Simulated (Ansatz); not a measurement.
Runs of Ansatz 0.2.0 on TePb. Symmetry: Pm-3m, No. 221, cubic system. Conventional cell: a = 4.002 Å, b = 4.002 Å, c = 4.002 Å, α = 90.00°, β = 90.00°, γ = 90.00°. Pb (site symmetry m-3m) is surrounded by 8 Te at 3.47 Å. Te (site symmetry m-3m) has 8 Pb at 3.47 Å as nearest neighbours. Measurements of this composition are mostly on another form, of space group No. 225.

```csv
task,level,potentials or basis,spin,cell,k mesh,cutoff (eV),smearing,gap on the mesh (eV),pressure (GPa),relaxed volume (Å³/atom)
relaxation of cell and atoms,revPBE+D4,"all-electron LAPW, scalar-relativistic",off,relaxed,7 × 7 × 7,-,fermi-dirac 0.05 eV,-,0.0,(a)
band structure,PBEsol,"all-electron LAPW, relativistic spinors","SOC, no magnetisation",as given,5 × 5 × 5,147,fermi-dirac 0.05 eV,-,-2.6,-
single point,RPBE,"all-electron LAPW, scalar-relativistic",off,as given,7 × 7 × 7,147,gaussian 0.05 eV,none,(b),-
elastic constants,LDA,"all-electron LAPW, scalar-relativistic",off,as given,5 × 5 × 5,161,fermi-dirac 0.05 eV,none,-4.3,-
relaxation of cell and atoms,PBEsol,"all-electron LAPW, scalar-relativistic",off,relaxed,7 × 7 × 7,-,fermi-dirac 0.05 eV,-,0.0,29.99
```

Alike in all rows: basis error allowed 0.001 eV/atom.

Q: Estimate the missing entries.

A: (a) 32.44; (b) 1.6.

Caveats: the k mesh is thin for a metal, which can move the energy by tens of meV per atom (some runs); a metal's response needs a denser mesh (some runs); the cell is more than 3 GPa from zero pressure, which shifts response properties (some runs); the elastic tensor has a negative eigenvalue, so either the cell is unstable as it stands or the mesh is too thin (some runs).

A k mesh can miss the band edges, and rows without SOC leave out spin-orbit coupling on Pb, Te.

A gap of «none» marks a metal or a gap under the smearing width.

Runs at the PBE level aren't shown here.
